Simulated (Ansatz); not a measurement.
Geometry optimisation in Ansatz: input, command and trajectory.

```yaml
crystal:
  lattice:
    - [2.9021404306, 0.0, 0.0]
    - [-1.4510702153, 2.5133273383, 0.0]
    - [0.0, 0.0, 3.0302225112]
  atoms:
    - { symbol: Ti, position: [0.0, 0.0, 0.0] }
    - { symbol: B, position: [0.3333333333, 0.6666666667, 0.5] }
    - { symbol: B, position: [0.6666666667, 0.3333333333, 0.5] }
basis:
  ecutwfc: 420
kpoints:
  mp_grid: { grid: [18, 18, 14] }
hamiltonian:
  xc: pbesol
scf:
  occupations: { method: gaussian, width: 0.1 }
output:
  forces: true
  stress: true
  eigenvalues: true
relax:
  adjacent_minimum: "off"
  f_tol: 0.01
  max_steps: 30
  cell: { stress_tol: 0.1, fix: [volume] }
```

```bash
ansatz run input.yaml --threads 1 --pin off --max-ram 2560MiB --backend cpu --events-out ev --progress --plain --runs-dir out
```

The calculation used DFT PBEsol, scalar-relativistic, plane waves, PAW in Ansatz.

The volume is held at 0.88 times that of the relaxed cell.

Of 4 frames 3 are shown, positions in Å and forces in eV/Å; the SCF threshold varies from step to step. Steps run on the plane waves of an earlier cell, with a Pulay correction in the pressure. The basis is chosen afresh for the last frame, the zero of the energies, and at times for earlier ones too; energy and pressure step there, also at an unchanged geometry.

```xyz
3
Lattice="2.9021 0.0000 0.0000 -1.4511 2.5133 0.0000 0.0000 0.0000 3.0302" Properties=species:S:1:pos:R:3:forces:R:3 pbc="T T T" step=1 free_energy_over_end_meV_per_atom=0.13 pressure_GPa=43.22
Ti    0.0000    0.0000    0.0000    0.0000    0.0000    0.0000
B     0.0000    1.6756    1.5151    0.0000    0.0000    0.0000
B     1.4511    0.8378    1.5151    0.0000    0.0000    0.0000
3
Lattice="2.9056 0.0000 0.0000 -1.4528 2.5163 0.0000 0.0000 0.0000 3.0230" Properties=species:S:1:pos:R:3:forces:R:3 pbc="T T T" step=2 free_energy_over_end_meV_per_atom=0.01 pressure_GPa=43.08
Ti    0.0000    0.0000    0.0000    0.0000    0.0000    0.0000
B     0.0000    1.6776    1.5115    0.0000    0.0000    0.0000
B     1.4528    0.8388    1.5115    0.0000    0.0000    0.0000
3
Lattice="2.9061 0.0000 0.0000 -1.4530 2.5167 0.0000 0.0000 0.0000 3.0220" Properties=species:S:1:pos:R:3:forces:R:3 pbc="T T T" step=4 free_energy_over_end_meV_per_atom=0.00 pressure_GPa=43.07
Ti    0.0000    0.0000    0.0000    0.0000    0.0000    0.0000
B     0.0000    1.6778    1.5110    0.0000    0.0000    0.0000
B     1.4530    0.8389    1.5110    0.0000    0.0000    0.0000
```

The run took 51 s on 1 thread of AMD EPYC (Zen 3) (shared host), peak memory 0.42 GiB.